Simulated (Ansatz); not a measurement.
**Two structures of Lu: comparison of enthalpies under pressure in Python**

One table from this session's results is given with a row withheld; the runs are named, their logs left out.

Program: Ansatz 0.2.0, driven from Python. Level of theory: DFT PBE, plane waves, PAW. These are calculated values, not measurements.

### The structure

Lu Fm-3m: The structure is cubic, space group Fm-3m (No. 225). The conventional cell has a = 4.900 Å, b = 4.900 Å, c = 4.900 Å, α = 90.00°, β = 90.00°, γ = 90.00°. Lu (site symmetry m-3m) has 12 Lu at 3.46 Å as nearest neighbours.

Lu Fd-3m: Symmetry: Fd-3m, No. 227, cubic system. The conventional cell has a = 6.740 Å, b = 6.740 Å, c = 6.740 Å, α = 90.00°, β = 90.00°, γ = 90.00°. Lu (site symmetry -43m) has 4 Lu at 2.92 Å as nearest neighbours.

No structure file is read: the coordinates are typed or built in the script.

Set-up of the first run:

Contents of lu_transition.py:

```python
"""Enthalpies of two structures of Lu under pressure."""

import warnings

import ansatz
import numpy as np
import pandas as pd


def fcc(a_site, a):
    return (
        ansatz.Lattice.fcc(a)
        .space_group(225)
        .atom(a_site, (0, 0, 0))
        .primitive()
    )


def diamond(first, a):
    return ansatz.Crystal.diamond(first, a=a)


def run_phase(name, crystal, pressure=0.0):
    calc = (
        crystal.calculation()
        .functional("pbe")
        .basis(510)
        .kpoints(spacing=0.16)
        .occupations("fermi_dirac", width=0.1)
    )
    calc = calc.relax(force_tolerance=0.01, cell=True, pressure=pressure)
    return calc.run(threads=1)


def volume_per_atom(outcome):
    return abs(np.linalg.det(outcome.lattice.cell_ang)) / len(outcome.lattice.sites)

warnings.simplefilter("ignore", ansatz.DeckWarning)

phases = {}
phases["fcc"] = fcc("Lu", 4.9)
phases["diamond"] = diamond("Lu", 6.74)

# enthalpy per atom at each pressure
pressures = [0, 20, 40, 60]
enthalpy, volume = {name: [] for name in phases}, {name: [] for name in phases}
for p in pressures:
    for name, crystal in phases.items():
        o = run_phase(name, crystal, pressure=p)
        volume[name].append(volume_per_atom(o))
        enthalpy[name].append(o.report["energy_sigma0_ev"] / len(o.lattice.sites) + p * volume[name][-1] / 160.21766)
gap = np.array(enthalpy["diamond"]) - np.array(enthalpy["fcc"])
rows = [(p, va, vb, 1000 * d) for p, va, vb, d in zip(pressures, volume["fcc"], volume["diamond"], gap)]
print(pd.DataFrame(rows, columns=["P (GPa)", "V fcc (A^3/atom)", "V diamond (A^3/atom)", "H(diamond) - H(fcc) (meV/atom)"]).round(4).to_string(index=False))
crossings = [p0 - g0 * (p1 - p0) / (g1 - g0) for p0, p1, g0, g1 in zip(pressures, pressures[1:], gap, gap[1:]) if g0 * g1 < 0]
print("crossing near", [round(float(p), 1) for p in crossings], "GPa") if crossings else print("no crossing in this range")
```

Command:

```sh
> python lu_transition.py
```

Steps of the session up to this table: Launch.

One of the session's tables, all rows but one given; the rest of the session is left out.

It belongs to the step «What each run gave». Enthalpy H = E + pV of the second structure less the first:

```
pressure (GPa)  ΔH (meV/atom)
             0         1960.3
            20              ?
            40         3085.4
            60         3230.3
```

Q: Estimate the row for pressure (GPa) = 20 from the others.

Worked estimate for «ΔH (meV/atom)». A straight line through the neighbours (0, 1960.3) and (40, 3085.4) gives 1960.3 + (3085.4 − 1960.3) × (20 − 0) / (40 − 0) = 2522.8; a parabola fitted to 3 rows on both sides gives 2662.1.

The run gave: ΔH (meV/atom): 2853.4. In «ΔH (meV/atom)» the line misses by -330.6 and the parabola by -191.3.

Limits of these values: Notes:
- At a fixed pressure a relaxation lowers the enthalpy F + PV, while F alone can rise.
- Only these two structures are compared, at zero temperature and with their symmetry kept; either may be hypothetical, and another phase may be lower than both.
